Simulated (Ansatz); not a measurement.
Method: DFT PBE, scalar-relativistic, plane waves, PAW in Ansatz. Settings: cutoff 420 eV, Γ-centred meshes spaced at most about 0.3 Å⁻¹, and about 0.25 Å⁻¹ or finer for metals (2π included), Gaussian smearing. No spin polarisation.

Each guess is relaxed in cell and atoms at zero pressure, on a coarse mesh first where it starts far from rest and then on a converged one. The steps can't lower the symmetry of the start, but it can rise. Energies are static (0 K, no zero-point motion).

Two unrelaxed guesses for Cd4Te:

A.

```
Cd Te
1.0
    -3.17210    3.17210    3.17210
     3.17210   -3.17210    3.17210
     3.17210    3.17210   -3.17210
Cd Te
4 1
Direct
  0.00000 0.00000 0.50000
  0.00000 0.50000 0.00000
  0.50000 0.00000 0.00000
  0.50000 0.50000 0.50000
  0.00000 0.00000 0.00000
```

B.

```
Cd Te
1.0
     4.95810    0.00000    0.00000
     0.00000    4.95810    0.00000
     0.00000    0.00000    4.95810
Cd Te
4 1
Direct
  0.50000 0.50000 0.50000
  0.00000 0.50000 0.50000
  0.50000 0.00000 0.50000
  0.50000 0.50000 0.00000
  0.00000 0.00000 0.00000
```

Question: Where do they end, and which end is lower?

Answer: B ends lower, by 22 meV/atom. A: Im-3m at 25.5 Å³/atom → Im-3m at 33.7 Å³/atom; B: Pm-3m at 24.4 Å³/atom → Pm-3m at 32.1 Å³/atom. Counting Cd atoms around Te (those within 1.25 times the shortest such distance or 1.15 times the sum of covalent radii; a plus sign parts nearer from farther groups; the shortest distance is added where it is long for a bond), the end of A has Te 8 and the end of B has Te 12+8 from 3.8 Å. End of A. Conventional cell: a = 6.958 Å. Around Cd lie 2 Te at 3.01 Å and 6 Cd at 3.48 Å; Te has 8 Cd at 3.01 Å. End of B. Conventional cell: a = 5.437 Å. Cd on a site of symmetry m-3m has 6 Cd at 2.72 Å; around Cd on a site of symmetry 4/mmm lie 2 Cd at 2.72 Å, 4 Te at 3.84 Å and 8 Cd at 3.84 Å; Te has 12 Cd at 3.84 Å and 8 Cd at 4.71 Å.

Ends held by symmetry can be saddle points. Neither end is the lowest form computed: that has Cd and Te ordered on fcc sites, space group I4/m (No. 87) and lies 225 meV/atom below the better end. Even the lowest of the cells shown lies +0.28 eV/atom against the elements. The k mesh leaves some 4 meV/atom of noise in the energy of each metallic cell. These runs have no spin–orbit coupling, which can matter for Te. Some structure types and database cells were kept out of the candidates from the start, so a known form may be missing.
